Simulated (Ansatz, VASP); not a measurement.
One calculation of Si, two programs

INCAR

```
SYSTEM = Si
  ALGO = Normal
  EDIFF = 1E-6
  ENCUT = 520
  GGA = CA
  ISIF = 2
  ISMEAR = -1
  LASPH = .True.
  LCHARG = .False.
  LREAL = .False.
  LWAVE = .False.
  NBANDS = 11
  NELM = 80
  PREC = Accurate
  SIGMA = 0.08
```

Contents of KPOINTS:

```
k-points
0
Gamma
  11 11 11
  0 0 0
```

Contents of POSCAR:

```
Si
1.0
    0.0000000000      2.7063880927      2.7063880927
    2.7063880927      0.0000000000      2.7063880927
    2.7063880927      2.7063880927      0.0000000000
Si
2
Direct
    0.5000000000      0.5000000000      0.5000000000
    0.7500000000      0.7500000000      0.7500000000
```

Input for Ansatz:

```yaml
crystal:
  lattice:
    - [0.0, 2.7063880927, 2.7063880927]
    - [2.7063880927, 0.0, 2.7063880927]
    - [2.7063880927, 2.7063880927, 0.0]
  atoms:
    - { symbol: Si, position: [0.5, 0.5, 0.5] }
    - { symbol: Si, position: [0.75, 0.75, 0.75] }
kpoints:
  mp_grid: { grid: [11, 11, 11] }
  band_path:
    path:
      - [0.0, 0.0, 0.0]
      - [0.5, 0.0, 0.5]
      - [0.625, 0.25, 0.625]
      - [0.375, 0.375, 0.75]
      - [0.0, 0.0, 0.0]
      - [0.5, 0.5, 0.5]
      - [0.5, 0.25, 0.75]
      - [0.5, 0.0, 0.5]
    npoints: 5
scf:
  occupations: { method: fermi_dirac, width: 0.08 }
hamiltonian:
  xc: lda
  pseudopotentials: { kind: all_electron, lapw: { basis_error: 0.00025 } }
output:
  forces: true
  stress: true
  eigenvalues: true
```

Change from the starting cell: volume scaled by 0.99.

Alike in both runs: task single point; functional LDA; k mesh 11 × 11 × 11; occupations fermi-dirac, width 0.08 eV; no spin polarisation.

|  | VASP | Ansatz |
| --- | --- | --- |
| version | VASP 6.6.1 | Ansatz 0.2.0 |
| potentials or method | VASP PAW LDA potentials, release 64 (Si) | all-electron LAPW, scalar-relativistic |
| plane-wave cutoff (eV) | 520 | see its input |

|  | VASP | Ansatz | Ansatz less VASP |
| --- | --- | --- | --- |
| pressure (GPa) | -0.5 | -0.6 | -0.10 |

Ansatz ran all-electron here, so the differences hold the error of VASP's frozen core and of both bases.

Caveats: an odd mesh through Γ misses points on the zone boundary, where band edges often lie.
